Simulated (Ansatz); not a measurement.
The cell is the one relaxed in the Materials Project (mp-632291), not relaxed further here; entries there can be hypothetical. The listed cell was then made from it by scaling, straining or moving an atom.

An input for H: DFT, LDA, PAW with Ansatz's default frozen-core files, scalar-relativistic (Ansatz 0.2.0). The PAW files were made with PBE; their cores are remade for this functional.

```yaml
crystal:
  lattice:
    - [-1.7137940552, 1.7137940552, 2.0855622805]
    - [1.7137940552, -1.7137940552, 2.0855622805]
    - [1.7137940552, 1.7137940552, -2.0855622805]
  atoms:
    - { symbol: H, position: [0.90986229, 0.90986229, 0.0] }
    - { symbol: H, position: [0.09013771, 0.09013771, 0.0] }
kpoints:
  mp_grid: { grid: [12, 12, 12] }
scf:
  occupations: { method: fermi_dirac, width: 0.01 }
hamiltonian:
  xc: lda
  pseudopotentials: { kind: paw }
output:
  forces: true
  stress: true
  eigenvalues: true
  efg: { contact_densities: true }
```

Set-up and iterations as logged by Ansatz (the results part is left out, to be predicted):

```
Engine: ansatz 0.2.0
Pseudopotentials: kind: paw
Pseudopotential: H, paw, valence charge 1, recommended cutoff 420 eV (normal)
Functional definition: SPW92
  exchange = slater_x
  correlation = pw_c
Crystal: 2 atoms, lattice volume = 24.502 Å³
Basis set: ecut = 420 eV, 479 PW (Γ)
Bands: 5, of which v1, the nominal top of the filled ones, is band 1 counted from 1 (0 counted from 0)
Symmetry: 16 space group operations
Space group: I4/mmm (ITA 139), of the structure as read, at distance tolerance 2.9e-5 Å
k-points: 163 of 1728
Non-local potential: H, projectors of the file, l = 0: 2, l = 1: 1
PAW form: soft (Blöchl's): semilocal exchange-correlation on the pseudo side does not see the compensation charge
PAW one-centre angular grid: H, 110 points (default); XC on 64 Gauss nodes
Initial density: superposition of atomic densities (neutral atoms: chi_scale 0, normalization atom), corrected by the library's trained network
Initial wavefunctions: pseudopotential atomic-orbital guess
Functional: x = slater, c = lda
SCF iter   1: F=—  HF=-31.031936 eV  |F-HF|=—  |Δ(HF+E_count)|=         —  Δρ=7.85e-3  dr2=1.18e-2  ethr=1.77e-3  ⟨swp⟩=3.3  Hψ=7148  notcnv=0
SCF iter   2: F=—  HF=-31.027862 eV  |F-HF|=—  |Δ(HF+E_count)|=   4.07e-3  Δρ=2.65e-3  dr2=1.35e-3  ethr=5.89e-4  ⟨swp⟩=1.0  Hψ=2119  notcnv=0
SCF iter   3: F=—  HF=-31.027368 eV  |F-HF|=—  |Δ(HF+E_count)|=   4.93e-4  Δρ=1.74e-4  dr2=2.70e-6  ethr=6.77e-5  ⟨swp⟩=2.8  Hψ=1284  notcnv=0
SCF iter   4: F=—  HF=-31.027370 eV  |F-HF|=—  |Δ(HF+E_count)|=   1.15e-6  Δρ=5.61e-6  dr2=3.14e-9  ethr=1.35e-7  ⟨swp⟩=1.1  Hψ=839  notcnv=0
iter 5 did not close the SCF: its close was put off for the readings that it lacked (scf_convergence_deferred on its scf_iter line)
SCF iter   5: F=-31.027370 eV  HF=-31.027370 eV  |F-HF|=6.04e-11  |Δ(HF+E_count)|=   2.24e-9  Δρ=7.89e-7  dr2=6.77e-11  ethr=1.57e-10  ⟨swp⟩=2.0  Hψ=977  notcnv=0
SCF iter   6: F=-31.027370 eV  HF=-31.027370 eV  |F-HF|=1.85e-13  |Δ(HF+E_count)|=  6.33e-11  Δρ=1.67e-8  dr2=5.67e-14  ethr=3.39e-12  ⟨swp⟩=1.0  Hψ=2033  notcnv=0
```

What pressure will this run report?

0.31 GPa (positive in compression).

How large will the largest force be?

0.602 eV/Å.
